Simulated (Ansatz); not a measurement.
PbS (Galena):

```
Pb S
1.0
     0.00000    2.96575    2.96575
     2.96575    0.00000    2.96575
     2.96575    2.96575    0.00000
Pb S
1 1
Direct
  0.00000 0.00000 0.00000
  0.50000 0.50000 0.50000
```

```yaml
Program: Ansatz 0.2.0
Task: relaxation of cell and atoms
Functional: BLYP
Potentials_or_basis: all-electron LAPW, scalar-relativistic
Basis_error_allowed: 0.001 eV/atom
k_mesh: 8 × 8 × 8
Occupations: fermi-dirac, width 0.05 eV
Spin: no spin polarisation
```

At the start: volume 26.09 Å³/atom.

Q: How do energy, volume and symmetry change on relaxing?

A: Over 5 steps the energy falls by 47.1 meV/atom and the volume is 28.90 Å³/atom (+10.8 %); space group Fm-3m (No. 225, to 0.05 Å).

The path:
```tsv
step	energy change (eV)	largest force (eV/Å)	volume (Å³)
1	0.0000	0.0000	52.17
2	-0.0810	0.0000	60.18
3	-0.0939	0.0000	58.17
4	-0.0943	0.0000	57.81
5	-0.0943	0.0000	57.81
```

Final structure:
```cif
data_structure
_symmetry_space_group_name_H-M 'P 1'
_symmetry_Int_Tables_number 1
_cell_length_a 4.3401
_cell_length_b 4.3401
_cell_length_c 4.3401
_cell_angle_alpha 60.000
_cell_angle_beta 60.000
_cell_angle_gamma 60.000
_cell_volume 57.81
loop_
_atom_site_label
_atom_site_type_symbol
_atom_site_fract_x
_atom_site_fract_y
_atom_site_fract_z
_atom_site_occupancy
Pb1 Pb 0.00000 0.00000 0.00000 1
S1 S 0.50000 0.50000 0.50000 1
```

Caveat: the volume moved by +11 % from the deposited cell, more than functionals usually miss.
